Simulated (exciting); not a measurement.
# GaP (F-43m) in exciting: single point with RPBE

Aim: the single point of GaP with RPBE.

Everything below comes from runs of exciting (release sodium). Logs are shortened: lines on timing, memory, paths and dates and some standing lists are left out, and cuts for length are marked.

**Experimental background.**

From “Stacking defects in GaP nanowires: Electronic structure and optical properties”, 2018, arxiv:1810.01194, for a bulk crystal of GaP at 10 K: band gap 2.34 eV (indirect).

The results are compared with them further down.

### Step 1. The structure

The structure is cubic, space group F-43m (No. 216). The conventional cell has a = 5.451 Å, b = 5.451 Å, c = 5.451 Å, α = 90.00°, β = 90.00°, γ = 90.00°. Ga (site symmetry -43m) has 4 P at 2.36 Å as nearest neighbours. P (site symmetry -43m) is surrounded by 4 Ga at 2.36 Å.

### Step 2. Single point, RPBE

input.xml reads:

```xml
<input>
  <title>GaP</title>
  <structure speciespath="./" tshift="false">
    <crystal scale="1">
      <basevect>0.000000000000 5.149976121136 5.149976121136</basevect>
      <basevect>5.149976121136 0.000000000000 5.149976121136</basevect>
      <basevect>5.149976121136 5.149976121136 0.000000000000</basevect>
    </crystal>
    <species speciesfile="Ga.xml" rmt="2">
      <atom coord="0.000000000000 0.000000000000 0.000000000000"/>
    </species>
    <species speciesfile="P.xml" rmt="2">
      <atom coord="0.250000000000 0.250000000000 0.250000000000"/>
    </species>
  </structure>
  <groundstate do="fromscratch" ngridk="8 8 8" rgkmax="9" gmaxvr="14" lmaxapw="10" lmaxmat="10" lmaxvr="8" stype="Gaussian" swidth="0.00183747" nempty="10" ValenceRelativity="iora*" epsengy="1e-05" epspot="1e-05" maxscl="60" tforce="true" outputlevel="normal">
    <libxc exchange="XC_GGA_X_RPBE" correlation="XC_GGA_C_PBE"/>
  </groundstate>
</input>
```

Potentials or basis: all-electron LAPW+lo, shipped species files, valence relativity iora*.

Command:

```
OMP_NUM_THREADS=1 exciting_smp
```

INFO.OUT:

```text
================================================================================
EXCITING SODIUM started
[... 10 lines left out ...]

 Lattice vectors (cartesian) :
      0.0000000000      5.1499761211      5.1499761211
      5.1499761211      0.0000000000      5.1499761211
      5.1499761211      5.1499761211      0.0000000000

 Reciprocal lattice vectors (cartesian) :
     -0.6100208195      0.6100208195      0.6100208195
      0.6100208195     -0.6100208195      0.6100208195
      0.6100208195      0.6100208195     -0.6100208195

 Unit cell volume                           :     273.1779500546
 Brillouin zone volume                      :       0.9080169662

 Species :    1 (Ga)
     parameters loaded from                 :    Ga.xml
     name                                   :    gallium
     nuclear charge                         :     -31.00000000
     electronic charge                      :      31.00000000
     atomic mass                            :  127097.25380000
     muffin-tin radius                      :       2.00000000
     # of radial points in muffin-tin       :     350

     atomic positions (lattice) :
       1 :   0.00000000  0.00000000  0.00000000

 Species :    2 (P)
     parameters loaded from                 :    P.xml
     name                                   :    phosphorus
     nuclear charge                         :     -15.00000000
     electronic charge                      :      15.00000000
     atomic mass                            :   56461.71408000
     muffin-tin radius                      :       2.00000000
     # of radial points in muffin-tin       :     300

     atomic positions (lattice) :
       1 :   0.25000000  0.25000000  0.25000000

 Total number of atoms per unit cell        :       2

 Spin treatment                             :    spin-unpolarised

 Number of Bravais lattice symmetries       :      48
 Number of crystal symmetries               :      24

 k-point grid                               :       8    8    8
 Total number of k-points                   :      43
 k-point set is reduced with crystal symmetries

 R^MT_min * |G+k|_max (rgkmax)              :       9.00000000
 Species with R^MT_min                      :       1 (Ga)
 Maximum |G+k| for APW functions            :       4.50000000
 Maximum |G| for potential and density      :      14.00000000

 G-vector grid sizes                        :      36    36    36
 Total number of G-vectors                  :   12627

 Maximum angular momentum used for
     APW functions                          :      10
     computing H and O matrix elements      :      10
     potential and density                  :       8
     inner part of muffin-tin               :       2

 Total nuclear charge                       :     -46.00000000
 Total electronic charge                    :      46.00000000
 Total core charge                          :      28.00000000
 Total valence charge                       :      18.00000000

 Number of empty states                     :      10
 Total number of valence states             :      20

 Maximum Hamiltonian size                   :     462
 Maximum number of plane-waves              :     444
 Total number of local-orbitals             :      18

 Exchange-correlation type                  :     100
     libxc; exchange: Hammer, Hansen, and Norskov; correlation: Perdew, Burke & Ernzerhof (see libxc for references)

 Smearing scheme                            :    Gaussian
 Smearing width                             :       0.00183747

 Using multisecant Broyden potential mixing
[... 6 lines left out ...]
* Groundstate module started                                                   *
********************************************************************************
 Output level for this task is set to normal

++++++++++++++++++++++++++++++++++++++++++++++++++++++++++++++++++++++++++++++++
[... 5 lines left out ...]
+ SCF iteration number :    1                                                  +
++++++++++++++++++++++++++++++++++++++++++++++++++++++++++++++++++++++++++++++++
 Total energy                               :     -2285.84940821
 _______________________________________________________________
 Fermi energy                               :         0.20668340
 Kinetic energy                             :      2327.21194785
 Coulomb energy                             :     -4513.78771061
 Exchange energy                            :       -97.17721653
 Correlation energy                         :        -2.09642893

 DOS at Fermi energy (states/Ha/cell)       :         0.00000000

 Electron charges :
     core                                   :        28.00000000
     core leakage                           :         0.00709035
     valence                                :        18.00000000
     interstitial                           :         4.28466737
     charge in muffin-tin spheres :
                  atom     1    Ga          :        28.72827579
                  atom     2     P          :        12.98705684
     total charge in muffin-tins            :        41.71533263
     total charge                           :        46.00000000

 Estimated fundamental gap                  :         0.07820772
        valence-band maximum at    1      0.0000  0.0000  0.0000
     conduction-band minimum at    5      0.5000  0.0000  0.0000

++++++++++++++++++++++++++++++++++++++++++++++++++++++++++++++++++++++++++++++++
+ SCF iteration number :    2                                                  +
++++++++++++++++++++++++++++++++++++++++++++++++++++++++++++++++++++++++++++++++
 Total energy                               :     -2286.89749161
 _______________________________________________________________
 Fermi energy                               :         0.21296249
 Kinetic energy                             :      2326.54820481
 Coulomb energy                             :     -4514.15081509
 Exchange energy                            :       -97.19687383
 Correlation energy                         :        -2.09800749

 DOS at Fermi energy (states/Ha/cell)       :         0.00000000

 Electron charges :
     core                                   :        28.00000000
     core leakage                           :         0.00701309
     valence                                :        18.00000000
     interstitial                           :         4.32437131
     charge in muffin-tin spheres :
                  atom     1    Ga          :        28.78632306
                  atom     2     P          :        12.88930563
     total charge in muffin-tins            :        41.67562869
     total charge                           :        46.00000000
[... 340 lines left out ...]
++++++++++++++++++++++++++++++++++++++++++++++++++++++++++++++++++++++++++++++++
+ SCF iteration number :   13                                                  +
++++++++++++++++++++++++++++++++++++++++++++++++++++++++++++++++++++++++++++++++
 Total energy                               :     -2286.57861849
 _______________________________________________________________
 Fermi energy                               :         0.22001485
 Kinetic energy                             :      2326.37159377
 Coulomb energy                             :     -4513.68213960
 Exchange energy                            :       -97.16891923
 Correlation energy                         :        -2.09915343

 DOS at Fermi energy (states/Ha/cell)       :         0.00000000

 Electron charges :
     core                                   :        28.00000000
     core leakage                           :         0.00697298
     valence                                :        18.00000000
     interstitial                           :         4.37689760
     charge in muffin-tin spheres :
                  atom     1    Ga          :        28.82382196
                  atom     2     P          :        12.79928043
     total charge in muffin-tins            :        41.62310240
     total charge                           :        46.00000000

 Estimated fundamental gap                  :         0.06379337
        valence-band maximum at    1      0.0000  0.0000  0.0000
     conduction-band minimum at   22      0.3750  0.3750  0.0000

 RMS change in effective potential (target) :  0.243044E-08  ( 0.100000E-04)
 Absolute change in total energy   (target) :  0.102749E-05  ( 0.100000E-04)
 Charge distance                   (target) :  0.764849E-09  ( 0.100000E-04)
 Abs. change in max-nonIBS-force   (target) :   0.00000      ( 0.500000E-04)

++++++++++++++++++++++++++++++++++++++++++++++++++++++++++++++++++++++++++++++++
| Convergency criteria checked for the last 2 iterations                       +
| Convergence targets achieved. Performing final SCF iteration                 +
++++++++++++++++++++++++++++++++++++++++++++++++++++++++++++++++++++++++++++++++
 Total energy                               :     -2286.57861845
 _______________________________________________________________
 Fermi energy                               :         0.22001485
 Kinetic energy                             :      2326.37159374
 Coulomb energy                             :     -4513.68213954
 Exchange energy                            :       -97.16891922
 Correlation energy                         :        -2.09915343

 DOS at Fermi energy (states/Ha/cell)       :         0.00000000

 Electron charges :
     core                                   :        28.00000000
     core leakage                           :         0.00697298
     valence                                :        18.00000000
     interstitial                           :         4.37689760
     charge in muffin-tin spheres :
                  atom     1    Ga          :        28.82382197
                  atom     2     P          :        12.79928043
     total charge in muffin-tins            :        41.62310240
     total charge                           :        46.00000000

 Estimated fundamental gap                  :         0.06379337
        valence-band maximum at    1      0.0000  0.0000  0.0000
     conduction-band minimum at   22      0.3750  0.3750  0.0000

++++++++++++++++++++++++++++++++++++++++++++++++++++++++++++++++++++++++++++++++
+ Self-consistent loop stopped                                                 +
++++++++++++++++++++++++++++++++++++++++++++++++++++++++++++++++++++++++++++++++
 STATE.OUT is written

--------------------------------------------------------------------------------
- Writing atomic positions and forces                                          -
--------------------------------------------------------------------------------

 Atomic positions (lattice) :
 atom     1  Ga  :     0.00000000    0.00000000    0.00000000
 atom     2   P  :     0.25000000    0.25000000    0.25000000

 Total atomic forces including IBS (cartesian) :
 atom     1  Ga  :    -0.00000000   -0.00000000   -0.00000000
 atom     2   P  :     0.00000000    0.00000000    0.00000000

 Atomic force components including IBS (cartesian) :
 atom     1  Ga  :    -0.00000000   -0.00000000    0.00000000   HF force
                 :     0.00000000   -0.00000000   -0.00000000   core correction
                 :     0.00000000    0.00000000    0.00000000   IBS correction
 atom     2   P  :     0.00000000    0.00000000   -0.00000000   HF force
                 :    -0.00000000    0.00000000    0.00000000   core correction
                 :    -0.00000000   -0.00000000   -0.00000000   IBS correction

********************************************************************************
* Groundstate module stopped                                                   *
********************************************************************************

================================================================================
| EXCITING SODIUM stopped                                                      =
================================================================================
```

It took 4.3 min on 1 thread of Arm Neoverse N1, shared host; peak memory 0.14 GiB.

What came out:

| Item | Value |
| --- | --- |
| Free energy | -62220.9740 eV |
| Band gap on the k mesh | 1.74 eV, indirect (least direct gap 1.95 eV) |
| All electrons inside the program's atomic spheres | Ga 28.82; P 12.80 (radii Ga 2.0, P 2.0 bohr) |

### Step 3. Against experiment

Step 2. Measured gap of GaP: 2.34 eV (indirect; 10 K; quoted in “Stacking defects in GaP nanowires: Electronic structure and optical properties”, 2018, arxiv:1810.01194). This calculation gives 1.74 eV (-0.60 eV). Spin-orbit coupling on Ga is left out. The value is that of RPBE on a finite k mesh, which can miss the band edges, without temperature or zero-point motion. Semilocal functionals fall short of measured gaps as a rule.
